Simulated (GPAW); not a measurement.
Set up this calculation in GPAW 26.7.0, as an ASE script.

| Item | Value |
| --- | --- |
| Task | single point |
| Functional | LDA |
| Potentials or basis | the program's PAW data sets (release 1.2.1) made for this functional |
| Cutoff | 450 eV |
| Basis | pw |
| k mesh | 8 × 8 × 2 |
| Occupations | fermi-dirac, width 0.05 eV |
| Spin | no spin polarisation |
| Maxiter | 120 |
| Convergence | default |

The system is MoS2.

```
Mo S
1.0
     3.16900    0.00000    0.00000
    -1.58450    2.74443    0.00000
     0.00000    0.00000   12.32400
Mo S
2 4
Direct
  0.66667 0.33333 0.75000
  0.33333 0.66667 0.25000
  0.66667 0.33333 0.37700
  0.33333 0.66667 0.87700
  0.66667 0.33333 0.12300
  0.33333 0.66667 0.62300
```

The input as run:

run.py

```python
from ase import Atoms
from ase.dft.bandgap import bandgap
from ase.io import write
from ase.units import GPa
from gpaw import GPAW, PW

atoms = Atoms(['Mo', 'Mo', 'S', 'S', 'S', 'S'],
              cell=[[3.169, 0.0, 0.0],
                    [-1.5845, 2.7444345046, 0.0],
                    [0.0, 0.0, 12.324]],
              scaled_positions=[[0.6666666667, 0.3333333333, 0.75],
                                [0.3333333333, 0.6666666667, 0.25],
                                [0.6666666667, 0.3333333333, 0.377],
                                [0.3333333333, 0.6666666667, 0.877],
                                [0.6666666667, 0.3333333333, 0.123],
                                [0.3333333333, 0.6666666667, 0.623]],
              pbc=True)

calc = GPAW(mode=PW(450),
            xc='LDA',
            kpts={'size': (8, 8, 2), 'gamma': True},
            occupations={'name': 'fermi-dirac', 'width': 0.05},
            nbands=46,
            maxiter=120,
            txt='gpaw.txt')
atoms.calc = calc
energy = atoms.get_potential_energy()
forces = atoms.get_forces()
stress = atoms.get_stress()
calc.write('gs.gpw')
write('result.traj', atoms)
print(f'Energy: {energy:.6f} eV')
print('Forces (eV/A):')
print(forces.round(4))
print('Stress (GPa):', (stress / GPa).round(3))
print('Fermi level:', round(calc.get_fermi_level(), 4), 'eV')
print(f'Gap: {bandgap(calc)[0]:.4f} eV, direct: {bandgap(calc, direct=True)[0]:.4f} eV')
```

Potentials or basis: the program's PAW data sets (release 1.2.1) made for this functional, pw.

Command:

```console
$ OMP_NUM_THREADS=1 python run.py
```

Results of the run:

```yaml
Pressure: -6.3 GPa
Largest_force: 0.526 eV/Å
Band_gap_on_the_k_mesh: 0.90 eV, indirect (least direct gap 1.91 eV)
```

Caveat: the cutoff is short for stress and forces, so pressures can be off by a GPa or more.

Run time: 14 s on 1 thread of AMD EPYC 9R45 96-Core Processor (Zen 5), with other jobs on the host, peak memory 0.2 GiB.
